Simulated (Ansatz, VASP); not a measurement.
Two plane-wave programs on Cu

File INCAR:

```
PREC     = Accurate       # precision mode
ENCUT    = 600            # plane-wave cutoff, eV
EDIFF    = 1E-6           # SCF threshold, eV
ISMEAR   = 0              # smearing method
SIGMA    = 0.1            # smearing width, eV
LREAL    = False          # projectors in reciprocal space
LASPH    = True           # aspherical terms in the spheres
NELM     = 100            # most SCF steps
ALGO     = Normal         # electronic algorithm
ISIF     = 3              # what is computed and relaxed
LWAVE    = False          # write WAVECAR
LCHARG   = False          # write CHGCAR
GGA      = PS             # functional
IBRION   = 2              # ionic algorithm
NSW      = 80             # ionic steps
EDIFFG   = -0.01          # ionic threshold
```

Contents of KPOINTS:

```
regular mesh
0
Gamma
  20 20 20
```

The input POSCAR:

```
Cu
1.0
   -1.4154855006      1.4154855006      1.4154855006
    1.4154855006     -1.4154855006      1.4154855006
    1.4154855006      1.4154855006     -1.4154855006
Cu
1
Direct
    0.0000000000      0.0000000000      0.0000000000
```

Input for Ansatz:

```yaml
crystal:
  lattice:
    - [-1.4154855006, 1.4154855006, 1.4154855006]
    - [1.4154855006, -1.4154855006, 1.4154855006]
    - [1.4154855006, 1.4154855006, -1.4154855006]
  atoms:
    - { symbol: Cu, position: [0.0, 0.0, 0.0] }
basis:
  ecutwfc: 420
kpoints:
  mp_grid: { grid: [20, 20, 20] }
hamiltonian:
  xc: pbesol
scf:
  occupations: { method: gaussian, width: 0.1 }
output:
  forces: true
  stress: true
  eigenvalues: true
relax:
  adjacent_minimum: "off"
  f_tol: 0.01
  max_steps: 60
  cell: { stress_tol: 0.1 }
```

Alike in both runs: task relaxation of cell and atoms; functional PBEsol; k mesh 20 × 20 × 20; occupations gaussian, width 0.1 eV; no spin polarisation.

```csv
,VASP,Ansatz
version,VASP 6.6.1,Ansatz 0.2.0
potentials or method,"VASP PAW PBE potentials, release 64 (Cu)","scalar-relativistic, plane waves, PAW"
plane-wave cutoff (eV),600,420
valence electrons in the cell,11,19
```

VASP gave:

```
gap on the k mesh at the Fermi level, each at its own relaxed structure (eV) : none
relaxed volume (Å³/atom)                                                     : 11.41
relaxed cell length with the largest relative difference (Å)                 : 2.456
```

Problem. What did Ansatz give for the same quantities?

Solution. gap on the k mesh at the Fermi level, each at its own relaxed structure (eV): none; relaxed volume (Å³/atom): 11.35; relaxed cell length with the largest relative difference (Å): 2.452.

A gap of «none» marks a metal or a gap that the smearing closes. The two sets of potentials don't hold the same shells in valence.

Caveats: the PAW data sets were made with another functional, which shifts forces and pressure a little (VASP). Zero-point motion and thermal expansion aren't in these numbers.
